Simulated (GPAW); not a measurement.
Crystal: HgSe.

```
CELL_PARAMETERS angstrom
0.00000 3.03900 3.03900
3.03900 0.00000 3.03900
3.03900 3.03900 0.00000
ATOMIC_POSITIONS crystal
Hg 0.00000 0.00000 0.00000
Se 0.75000 0.75000 0.75000
```

Base run:

| Item | Value |
| --- | --- |
| Program | GPAW 26.7.0 |
| Functional | RPBE |
| Potentials or basis | the program's PAW data sets (release 1.2.1) made for this functional |
| Cutoff | 600 eV |
| Basis | pw |
| k mesh | 8 × 8 × 8 |
| Occupations | fermi-dirac, width 0.05 eV |
| Spin | no spin polarisation |

Its results: pressure 7.1 GPa.

**Question.** The run is repeated on the same cell with these changes: functional from RPBE to revPBE; band points from 80 to 60. What comes out?

**Answer.** Pressure 6.6 GPa.
